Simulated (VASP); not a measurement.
Method: PBE0 hybrid, VASP's PBE PAW potentials (set 64) (plane waves; VASP 6.6.1).

A VASP calculation is set up with these files.

### KPOINTS
```
Automatic mesh
0
gamma
  4 4 4
```

### POSCAR
```
CsBr
1
    4.3011747602     0.0000000000     0.0000000000
    0.0000000000     4.3011747602     0.0000000000
    0.0000000000     0.0000000000     4.3011747602
Cs Br
1 1
Direct
  0.0000000000   0.0000000000   0.0000000000
  0.5000000000   0.5000000000   0.5000000000
```

### INCAR
```
AEXX=0.25
ALGO=Normal
EDIFF=1E-6
ENCUT=520
GGA=PE
HFRCUT=-1
ISIF=2
ISMEAR=0
ISYM=3
LASPH=T
LCHARG=F
LHFCALC=T
LMAXMIX=4
LREAL=F
LWAVE=F
NELM=60
PREC=Accurate
PRECFOCK=Fast
SIGMA=0.05
SYSTEM=CsBr
```

POTCAR, in this order: Cs_sv Br (PBE.64 set). Program: vasp_std. Read from the step before: WAVECAR.

The resulting files:

**OSZICAR**
```
       N       E                     dE             d eps       ncg     rms          rms(c)
DAV:   1    -0.749907587138E+01   -0.74991E+01   -0.38401E-01   240   0.535E+00    0.106E+00
DAV:   2    -0.750198851680E+01   -0.29126E-02   -0.79313E-03   248   0.615E-01    0.675E-01
DAV:   3    -0.750114420598E+01    0.84431E-03   -0.78625E-04   268   0.206E-01    0.403E-01
DAV:   4    -0.750088779489E+01    0.25641E-03   -0.35670E-04   248   0.130E-01    0.238E-01
DAV:   5    -0.750082609423E+01    0.61701E-04   -0.92612E-05   264   0.672E-02    0.141E-01
DAV:   6    -0.750080868658E+01    0.17408E-04   -0.17896E-05   264   0.339E-02    0.832E-02
DAV:   7    -0.750080392380E+01    0.47628E-05   -0.41649E-06   268   0.190E-02    0.489E-02
DAV:   8    -0.750080325350E+01    0.67030E-06   -0.12318E-06   160   0.117E-02
   1 F= -.75008033E+01 E0= -.75008033E+01  d E =-.786417E-19
```

### OUTCAR
```
------------------------ aborting loop because EDIFF is reached ----------------------------------------
  FORCE on cell =-STRESS in cart. coord.  units (eV):
  Direction    XX          YY          ZZ          XY          YZ          ZX
  --------------------------------------------------------------------------------------
  Total        0.2496034      0.2496034      0.2496034     -0.0000000     -0.0000000      0.0000000
  in kB        5.0257375      5.0257375      5.0257375     -0.0000000     -0.0000000      0.0000000
  external PRESSURE =       5.0257375 kB  Pullay stress =       0.0000000 kB
  volume of cell :       79.57
      direct lattice vectors                 reciprocal lattice vectors
     4.301174760  0.000000000  0.000000000     0.232494622  0.000000000  0.000000000
     0.000000000  4.301174760  0.000000000     0.000000000  0.232494622  0.000000000
     0.000000000  0.000000000  4.301174760     0.000000000  0.000000000  0.232494622
 POSITION                                       TOTAL-FORCE (eV/Angst)
 -----------------------------------------------------------------------------------
      0.00000      0.00000      0.00000         0.000000      0.000000      0.000000
      2.15059      2.15059      2.15059         0.000000      0.000000      0.000000
 -----------------------------------------------------------------------------------
    total drift:                                0.000000      0.000000     -0.000000
  FREE ENERGIE OF THE ION-ELECTRON SYSTEM (eV)
  ---------------------------------------------------
  free  energy   TOTEN  =        -7.5008032535 eV

  energy  without entropy=       -7.5008032535  energy(sigma->0) =       -7.50080325

  exchange ACFDT corr.  =         0.00000000  see jH, gK, PRB 81, 115126
```
(Selected blocks of OUTCAR.)

The compound is CsBr in the CsCl type structure. This cell is one point of a volume scan, at 0.94 of the reference volume. The cell's shape comes from a PBE relaxation.
